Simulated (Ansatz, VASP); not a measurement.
**Sr in VASP and in Ansatz**

INCAR

```
SYSTEM = Sr
  PREC = Accurate
  ENCUT = 520
  EDIFF = 1E-6
  ISMEAR = -1
  SIGMA = 0.1
  LREAL = .FALSE.
  LASPH = .TRUE.
  NELM = 60
  ALGO = Normal
  ISIF = 2
  LWAVE = .FALSE.
  LCHARG = .FALSE.
  GGA = RP
  NBANDS = 17
```

File KPOINTS:

```
Automatic mesh
0
G
  6 6 6
  0 0 0
```

The input POSCAR:

```
Sr
1.0
    0.0000000000      5.0588106054      5.0588106054
    5.0588106054      0.0000000000      5.0588106054
    5.0588106054      5.0588106054      0.0000000000
Sr
2
Direct
    0.1250000000      0.1250000000      0.1250000000
    0.8750000000      0.8750000000      0.8750000000
```

Input for Ansatz:

```yaml
crystal:
  lattice:
    - [0.0, 5.0588106054, 5.0588106054]
    - [5.0588106054, 0.0, 5.0588106054]
    - [5.0588106054, 5.0588106054, 0.0]
  atoms:
    - { symbol: Sr, position: [0.125, 0.125, 0.125] }
    - { symbol: Sr, position: [0.875, 0.875, 0.875] }
hamiltonian:
  xc: rpbe
  pseudopotentials:
    kind: paw
    azcp:
      Sr: "pseudopotentials/Sr.paw.azcp"
basis:
  ecutwfc: 420
  fft_grid_basis: typed
kpoints:
  mp_grid: { grid: [6, 6, 6], shift: [0, 0, 0] }
magnetization:
  spin_polarized: false
scf:
  occupations: { method: fermi_dirac, width: 0.1 }
  lower_state_search: "off"
output:
  stress: true
```

Alike in both runs: task single point; functional RPBE; k mesh 6 × 6 × 6; occupations fermi-dirac, width 0.1 eV; no spin polarisation.

|  | VASP | Ansatz |
| --- | --- | --- |
| version | VASP 6.6.1 | Ansatz 0.2.0 |
| potentials or method | VASP PAW PBE potentials, release 64 (Sr_sv) | plane waves (420 eV) with PAW, scalar-relativistic |
| plane-wave cutoff (eV) | 520 | 420 |
| valence electrons in the cell | 20 | 20 |

```csv
,VASP,Ansatz,Ansatz less VASP
pressure (GPa),-0.1,-0.1,0.00
```

Caveats: the PAW data sets were made with another functional, which shifts forces and pressure a little (VASP).
